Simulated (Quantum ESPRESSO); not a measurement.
# GaN (P6_3mc) in Quantum ESPRESSO: band structure with r2SCAN

Aim: the band structure of GaN with r2SCAN.

Everything below comes from runs of Quantum ESPRESSO 7.5. Logs are shortened: lines on timing, memory, paths and dates and some standing lists are left out, and cuts for length are marked.

**The experiment to reproduce.**

From “Studying electronic properties in GaN without electrical contacts using γ-γ vs e−-γ Perturbed Angular Correlations”, 2019, pmc:6823545, for a bulk crystal of GaN: band gap 3.503 ± 0.005 eV (direct).

How close the calculation comes is told below.

## (1) The crystal as given

It takes space group P6_3mc (No. 186, hexagonal). Conventional cell: a = 3.212 Å, b = 3.212 Å, c = 10.357 Å, α = 90.00°, β = 90.00°, γ = 120.00°. Around Ga (site symmetry 3m) lie 4 N at 1.95 to 2.00 Å. Ga (site symmetry 3m) has 3 N at 1.94 Å as nearest neighbours. N (site symmetry 3m) is surrounded by 4 Ga at 1.94 to 2.00 Å. N (site symmetry 3m) has 3 Ga at 1.95 Å as nearest neighbours.

The cell is a database's computed one.

## (2) Band structure, r2SCAN

File pw.in:

```
&CONTROL
  calculation = 'scf'
  prefix = 'pwscf'
  outdir = './tmp'
  pseudo_dir = './pseudo'
  tprnfor = .true.
  tstress = .true.
  disk_io = 'low'
/
&SYSTEM
  ibrav = 0
  celldm(1) = 8
  nat = 8
  ntyp = 2
  ecutwfc = 88
  nbnd = 48
  input_dft = 'r2scan'
  occupations = 'smearing'
  smearing = 'fd'
  degauss = 0.00367493
  nosym = .true.
/
&ELECTRONS
  conv_thr = 1d-08
  electron_maxstep = 120
  mixing_beta = 0.5
/
ATOMIC_SPECIES
Ga    69.7230 Ga_ONCV_PBE-1.2.upf
N     14.0070 N_ONCV_PBE-1.2.upf
CELL_PARAMETERS alat
  0.7586158568979   0.0000000000000   0.0000000000000
 -0.3793079284489   0.6569806038024   0.0000000000000
  0.0000000000000   0.0000000000000   2.4464488895711
ATOMIC_POSITIONS crystal
Ga     0.0000000000    0.0000000000    0.7858680000
Ga     0.6666666667    0.3333333333    0.0373490000
Ga     0.3333333333    0.6666666667    0.5373490000
Ga     0.0000000000    0.0000000000    0.2858680000
N      0.0000000000    0.0000000000    0.0930380000
N      0.6666666667    0.3333333333    0.3437450000
N      0.0000000000    0.0000000000    0.5930380000
N      0.3333333333    0.6666666667    0.8437450000
K_POINTS automatic
8 8 3 0 0 0
```

File bands.in:

```
&CONTROL
  calculation = 'bands'
  prefix = 'pwscf'
  outdir = './tmp'
  pseudo_dir = './pseudo'
  disk_io = 'low'
  verbosity = 'high'
/
&SYSTEM
  ibrav = 0
  celldm(1) = 8
  nat = 8
  ntyp = 2
  ecutwfc = 88
  nbnd = 48
  input_dft = 'r2scan'
  occupations = 'smearing'
  smearing = 'fd'
  degauss = 0.00367493
  nosym = .true.
/
&ELECTRONS
  conv_thr = 1d-08
  electron_maxstep = 120
  mixing_beta = 0.5
  diago_full_acc = .true.
  startingwfc = 'random'
/
ATOMIC_SPECIES
Ga    69.7230 Ga_ONCV_PBE-1.2.upf
N     14.0070 N_ONCV_PBE-1.2.upf
CELL_PARAMETERS alat
  0.7586158568979   0.0000000000000   0.0000000000000
 -0.3793079284489   0.6569806038024   0.0000000000000
  0.0000000000000   0.0000000000000   2.4464488895711
ATOMIC_POSITIONS crystal
Ga     0.0000000000    0.0000000000    0.7858680000
Ga     0.6666666667    0.3333333333    0.0373490000
Ga     0.3333333333    0.6666666667    0.5373490000
Ga     0.0000000000    0.0000000000    0.2858680000
N      0.0000000000    0.0000000000    0.0930380000
N      0.6666666667    0.3333333333    0.3437450000
N      0.0000000000    0.0000000000    0.5930380000
N      0.3333333333    0.6666666667    0.8437450000
K_POINTS crystal
60
 0.0000000000  0.0000000000  0.0000000000 1
 0.0555555556  0.0000000000  0.0000000000 1
 0.1111111111  0.0000000000  0.0000000000 1
 0.1666666667  0.0000000000  0.0000000000 1
 0.2222222222  0.0000000000  0.0000000000 1
 0.2777777778  0.0000000000  0.0000000000 1
 0.3333333333  0.0000000000  0.0000000000 1
 0.3888888889  0.0000000000  0.0000000000 1
 0.4444444444  0.0000000000  0.0000000000 1
 0.5000000000  0.0000000000  0.0000000000 1
 0.4666666667  0.0666666667  0.0000000000 1
 0.4333333333  0.1333333333  0.0000000000 1
 0.4000000000  0.2000000000  0.0000000000 1
 0.3666666667  0.2666666667  0.0000000000 1
 0.3333333333  0.3333333333  0.0000000000 1
 0.3000000000  0.3000000000  0.0000000000 1
 0.2666666667  0.2666666667  0.0000000000 1
 0.2333333333  0.2333333333  0.0000000000 1
 0.2000000000  0.2000000000  0.0000000000 1
 0.1666666667  0.1666666667  0.0000000000 1
 0.1333333333  0.1333333333  0.0000000000 1
 0.1000000000  0.1000000000  0.0000000000 1
 0.0666666667  0.0666666667  0.0000000000 1
 0.0333333333  0.0333333333  0.0000000000 1
 0.0000000000  0.0000000000  0.0000000000 1
 0.0000000000  0.0000000000  0.2500000000 1
 0.0000000000  0.0000000000  0.5000000000 1
 0.0555555556  0.0000000000  0.5000000000 1
 0.1111111111  0.0000000000  0.5000000000 1
 0.1666666667  0.0000000000  0.5000000000 1
 0.2222222222  0.0000000000  0.5000000000 1
 0.2777777778  0.0000000000  0.5000000000 1
 0.3333333333  0.0000000000  0.5000000000 1
 0.3888888889  0.0000000000  0.5000000000 1
 0.4444444444  0.0000000000  0.5000000000 1
 0.5000000000  0.0000000000  0.5000000000 1
 0.4666666667  0.0666666667  0.5000000000 1
 0.4333333333  0.1333333333  0.5000000000 1
 0.4000000000  0.2000000000  0.5000000000 1
 0.3666666667  0.2666666667  0.5000000000 1
 0.3333333333  0.3333333333  0.5000000000 1
 0.3076923077  0.3076923077  0.5000000000 1
 0.2820512821  0.2820512821  0.5000000000 1
 0.2564102564  0.2564102564  0.5000000000 1
 0.2307692308  0.2307692308  0.5000000000 1
 0.2051282051  0.2051282051  0.5000000000 1
 0.1794871795  0.1794871795  0.5000000000 1
 0.1538461538  0.1538461538  0.5000000000 1
 0.1282051282  0.1282051282  0.5000000000 1
 0.1025641026  0.1025641026  0.5000000000 1
 0.0769230769  0.0769230769  0.5000000000 1
 0.0512820513  0.0512820513  0.5000000000 1
 0.0256410256  0.0256410256  0.5000000000 1
 0.0000000000  0.0000000000  0.5000000000 1
 0.5000000000  0.0000000000  0.5000000000 1
 0.5000000000  0.0000000000  0.2500000000 1
 0.5000000000  0.0000000000  0.0000000000 1
 0.3333333333  0.3333333333  0.0000000000 1
 0.3333333333  0.3333333333  0.2500000000 1
 0.3333333333  0.3333333333  0.5000000000 1
```

Potentials or basis: SG15 PBE 1.2.

Command:

```console
$ OMP_NUM_THREADS=1 mpirun -n 2 pw.x -nk 2 -in pw.in > pw.out
$ OMP_NUM_THREADS=1 mpirun -n 2 pw.x -nk 2 -in bands.in > bands.out
```

pw.out:

```text
This program is part of the open-source Quantum ESPRESSO suite
     for quantum simulation of materials; please cite
         "P. Giannozzi et al., J. Phys.:Condens. Matter 21 395502 (2009);
         "P. Giannozzi et al., J. Phys.:Condens. Matter 29 465901 (2017);
         "P. Giannozzi et al., J. Chem. Phys. 152 154105 (2020);
     in publications or presentations arising from this work. More details at

     IMPORTANT: XC functional enforced from input :
     Exchange-correlation= R2SCAN
                           (   0   0   0   0   0 497 498)
     Any further DFT definition will be discarded
     Please, verify this is what you really want

     K-points division:     npool     =       2
     Subspace diagonalization in iterative solution of the eigenvalue problem:
     a serial algorithm will be used

     G-vector sticks info
     --------------------
     sticks:   dense  smooth     PW     G-vecs:    dense   smooth      PW
     Sum         889     889    271                69621    69621   11867

     Using Slab Decomposition

     bravais-lattice index     =            0
     lattice parameter (alat)  =       8.0000  a.u.
     unit-cell volume          =     624.2817 (a.u.)^3
     number of atoms/cell      =            8
     number of atomic types    =            2
     number of electrons       =        72.00
     number of Kohn-Sham states=           48
     kinetic-energy cutoff     =      88.0000  Ry
     charge density cutoff     =     352.0000  Ry
     scf convergence threshold =      1.0E-08
     mixing beta               =       0.5000
     number of iterations used =            8  plain     mixing
     Exchange-correlation= R2SCAN
                           (   0   0   0   0   0 497 498)

     celldm(1)=   8.000000  celldm(2)=   0.000000  celldm(3)=   0.000000
     celldm(4)=   0.000000  celldm(5)=   0.000000  celldm(6)=   0.000000

     crystal axes: (cart. coord. in units of alat)
               a(1) = (   0.758616   0.000000   0.000000 )
               a(2) = (  -0.379308   0.656981   0.000000 )
               a(3) = (   0.000000   0.000000   2.446449 )

     reciprocal axes: (cart. coord. in units 2 pi/alat)
[... 262 lines left out ...]
          k = 0.0000 0.0000 0.0000 (  8645 PWs)   bands (ev):

    -6.5971  -6.2817  -5.3838  -5.1297  -3.6832  -3.6832  -3.6807  -3.6807
    -3.4440  -3.4440  -3.4402  -3.4402  -3.4398  -3.4239  -2.9011  -2.9011
    -2.9004  -2.9004  -2.6149  -2.6149  -2.6120  -2.6120  -2.5378  -1.9764
     3.7222   6.0624   7.2924   9.2620   9.2620   9.3015   9.3015  10.2190
    10.2190  10.2463  10.2463  10.7725  11.7305  14.3016  14.5217  14.5970
    18.2276  19.0604  19.8263  19.8263  19.8716  20.5712  20.5712  21.5484
[... 786 lines left out ...]
    -5.7075  -5.6853  -4.7057  -4.7028  -3.5946  -3.5917  -3.5715  -3.5692
    -3.4839  -3.4835  -3.3677  -3.3675  -2.9414  -2.9112  -2.7663  -2.7641
    -2.7330  -2.7295  -2.5905  -2.5880  -2.0877  -2.0639  -1.4103  -1.3042
     3.4650   3.6783   4.3759   4.4868   6.5645   6.9110   7.2782   7.8446
     8.1682   8.3486   9.4271   9.7903  13.7833  14.1274  16.3904  16.6513
    17.4540  17.8864  18.6461  18.8364  20.2736  20.6839  20.8388  21.1274

          k =-0.6591-0.1903-0.1363 (  8723 PWs)   bands (ev):

    -5.7075  -5.6853  -4.7057  -4.7028  -3.5945  -3.5917  -3.5715  -3.5692
    -3.4839  -3.4835  -3.3677  -3.3675  -2.9414  -2.9112  -2.7663  -2.7641
    -2.7330  -2.7295  -2.5905  -2.5880  -2.0877  -2.0639  -1.4103  -1.3042
     3.4650   3.6783   4.3759   4.4868   6.5645   6.9110   7.2782   7.8446
     8.1682   8.3486   9.4271   9.7903  13.7833  14.1274  16.3904  16.6512
    17.4540  17.8864  18.6461  18.8364  20.2737  20.6839  20.8388  21.1274
[... 12 lines left out ...]
    -5.7090  -5.6833  -4.7086  -4.7038  -3.5898  -3.5896  -3.5507  -3.5452
    -3.5065  -3.5009  -3.3893  -3.3891  -2.9343  -2.9134  -2.7798  -2.7763
    -2.7009  -2.7008  -2.6321  -2.6262  -2.1226  -2.0855  -1.3796  -1.2595
     3.9414   4.1190   4.5529   4.7637   6.1172   6.2349   7.1547   7.3871
     7.4319   8.1323   9.7472   9.7763  14.2283  14.5405  16.9943  17.3109
    18.3804  18.3870  18.9206  19.1205  19.5594  20.0100  20.3839  20.4494

          k =-0.6591 0.0000-0.1363 (  8711 PWs)   bands (ev):

    -5.7090  -5.6833  -4.7086  -4.7038  -3.5898  -3.5896  -3.5507  -3.5452
    -3.5065  -3.5009  -3.3893  -3.3891  -2.9343  -2.9134  -2.7798  -2.7763
    -2.7009  -2.7008  -2.6321  -2.6262  -2.1226  -2.0855  -1.3796  -1.2595
     3.9414   4.1190   4.5529   4.7637   6.1172   6.2349   7.1547   7.3871
     7.4319   8.1323   9.7472   9.7763  14.2283  14.5405  16.9943  17.3109
    18.3804  18.3870  18.9206  19.1205  19.5594  20.0100  20.3839  20.4494
[... 12 lines left out ...]
    -5.7075  -5.6853  -4.7057  -4.7028  -3.5945  -3.5917  -3.5715  -3.5692
    -3.4839  -3.4835  -3.3677  -3.3675  -2.9414  -2.9112  -2.7663  -2.7641
    -2.7330  -2.7295  -2.5905  -2.5880  -2.0877  -2.0639  -1.4103  -1.3042
     3.4650   3.6783   4.3759   4.4868   6.5645   6.9110   7.2782   7.8446
     8.1682   8.3486   9.4271   9.7903  13.7833  14.1274  16.3904  16.6512
    17.4540  17.8864  18.6461  18.8364  20.2736  20.6839  20.8388  21.1274

          k =-0.6591 0.1903-0.1363 (  8723 PWs)   bands (ev):

    -5.7075  -5.6853  -4.7057  -4.7028  -3.5946  -3.5917  -3.5715  -3.5692
    -3.4839  -3.4835  -3.3677  -3.3675  -2.9414  -2.9112  -2.7663  -2.7641
    -2.7330  -2.7295  -2.5905  -2.5880  -2.0877  -2.0639  -1.4103  -1.3042
     3.4650   3.6783   4.3759   4.4868   6.5645   6.9110   7.2782   7.8446
     8.1682   8.3486   9.4271   9.7903  13.7833  14.1274  16.3904  16.6513
    17.4540  17.8864  18.6461  18.8364  20.2736  20.6839  20.8388  21.1274
[... 12 lines left out ...]
    -5.7058  -5.6876  -4.7028  -4.7019  -3.6073  -3.6066  -3.5711  -3.5666
    -3.4786  -3.4760  -3.3451  -3.3450  -2.9492  -2.9096  -2.7652  -2.7634
    -2.7409  -2.7350  -2.5637  -2.5617  -2.0441  -2.0337  -1.4509  -1.3549
     3.1800   3.3882   4.1283   4.2015   7.0415   7.4568   7.6857   7.8962
     8.7618   9.0547   9.0728   9.6552  13.3270  13.6126  15.7168  15.7334
    17.0256  17.4461  18.8612  19.0430  20.6892  21.3068  21.3533  21.7594

     the Fermi energy is    11.2686 ev

!    total energy              =    -600.09804963 Ry
     estimated scf accuracy    <          1.8E-09 Ry
     smearing contrib. (-TS)   =      -0.00000008 Ry
     internal energy E=F+TS    =    -600.09804954 Ry

     The total energy is F=E-TS. E is the sum of the following terms:
     one-electron contribution =    -209.19213531 Ry
     hartree contribution      =     165.71487660 Ry
     xc contribution           =     -87.94404029 Ry
     ewald contribution        =    -468.67675054 Ry

     convergence has been achieved in  14 iterations

     Forces acting on atoms (cartesian axes, Ry/au):

     atom    1 type  1   force =     0.00000007    0.00000000   -0.00602166
     atom    2 type  1   force =     0.00000003   -0.00000001    0.00841831
     atom    3 type  1   force =    -0.00000000    0.00000013    0.00842834
     atom    4 type  1   force =    -0.00000015   -0.00000006   -0.00599178
     atom    5 type  2   force =    -0.00000009    0.00000002   -0.00897040
     atom    6 type  2   force =     0.00000012   -0.00000010    0.00655690
     atom    7 type  2   force =     0.00000002   -0.00000002   -0.00897021
     atom    8 type  2   force =    -0.00000001    0.00000003    0.00655050

     Total force =     0.021469     Total SCF correction =     0.000082

     Computing stress (Cartesian axis) and pressure

          total   stress  (Ry/bohr**3)                   (kbar)     P=      -72.33
  -0.00074845   0.00000000  -0.00000000         -110.10        0.00       -0.00
   0.00000000  -0.00074845   0.00000000            0.00     -110.10        0.00
  -0.00000000   0.00000000   0.00002176           -0.00        0.00        3.20

=------------------------------------------------------------------------------=
   JOB DONE.
=------------------------------------------------------------------------------=
```

Run time: 25 min. Hardware: 2 MPI ranks of AMD EPYC 7R43 (Zen 3), shared host; peak memory 0.92 GiB.

What came out:

* Free energy: -8164.7499 eV
* Pressure: -7.2 GPa
* Largest force: 0.231 eV/Å
* Band gap on the k mesh: 0.96 eV, direct
* Band gap along the path: 0.96 eV, direct

Forces in eV/Å, atoms in the order of the input:
```
Ga   0.000  0.000 -0.155
Ga   0.000  0.000  0.216
Ga   0.000  0.000  0.217
Ga   0.000  0.000 -0.154
N    0.000  0.000 -0.231
N    0.000  0.000  0.169
N    0.000  0.000 -0.231
N    0.000  0.000  0.168
```

Stress tensor (GPa, compression positive):
```
-11.01   0.00   0.00
  0.00 -11.01   0.00
  0.00   0.00   0.32
```

Levels at the corners of the path, in eV from the valence-band top:
| point | band 32 | band 33 | band 34 | band 35 | band 36 | band 37 | band 38 | band 39 | band 40 | band 41 |
| --- | --- | --- | --- | --- | --- | --- | --- | --- | --- | --- |
| Γ | -0.55 | -0.55 | -0.53 | -0.53 | 0.00 | 0.96 | 3.53 | 3.75 | 3.82 | 7.46 |
| M | -2.45 | -2.22 | -1.95 | -1.60 | -0.79 | 2.22 | 2.76 | 5.06 | 5.17 | 6.35 |
| K | -4.08 | -3.53 | -1.96 | -1.22 | -1.22 | 3.50 | 3.50 | 6.31 | 7.29 | 7.29 |
| Γ | -0.55 | -0.55 | -0.53 | -0.53 | 0.00 | 0.96 | 3.53 | 3.75 | 3.82 | 7.46 |
| A | -1.49 | -0.54 | -0.54 | -0.54 | -0.54 | 2.44 | 2.44 | 3.86 | 3.86 | 7.93 |
| L | -3.21 | -1.85 | -1.85 | -1.42 | -1.42 | 2.77 | 2.77 | 4.89 | 4.89 | 6.41 |
| H | -4.26 | -2.70 | -2.70 | -1.09 | -1.09 | 3.36 | 3.36 | 7.14 | 7.14 | 7.36 |
| A | -1.49 | -0.54 | -0.54 | -0.54 | -0.54 | 2.44 | 2.44 | 3.86 | 3.86 | 7.93 |
| L | -3.21 | -1.85 | -1.85 | -1.42 | -1.42 | 2.77 | 2.77 | 4.89 | 4.89 | 6.41 |
| M | -2.45 | -2.22 | -1.95 | -1.60 | -0.79 | 2.22 | 2.76 | 5.06 | 5.17 | 6.35 |
| K | -4.08 | -3.53 | -1.96 | -1.22 | -1.22 | 3.50 | 3.50 | 6.31 | 7.29 | 7.29 |
| H | -4.26 | -2.70 | -2.70 | -1.09 | -1.09 | 3.36 | 3.36 | 7.14 | 7.14 | 7.36 |

Caveat: the potentials were made for another functional, which shifts forces and pressure.

## (3) Comparison with measurements

Step 2. A measured gap of GaN is 3.503 eV (direct; quoted in “Studying electronic properties in GaN without electrical contacts using γ-γ vs e−-γ Perturbed Angular Correlations”, 2019, pmc:6823545); the calculated 0.96 eV misses it by -2.55 eV. So large a miss can be the level of theory's own, or it may mean another phase, state or a wrong row. Spin-orbit coupling on Ga is left out. The value is that of r2SCAN, without temperature or zero-point motion. The cell is a database's relaxed one, not the measured one, which moves gaps too.
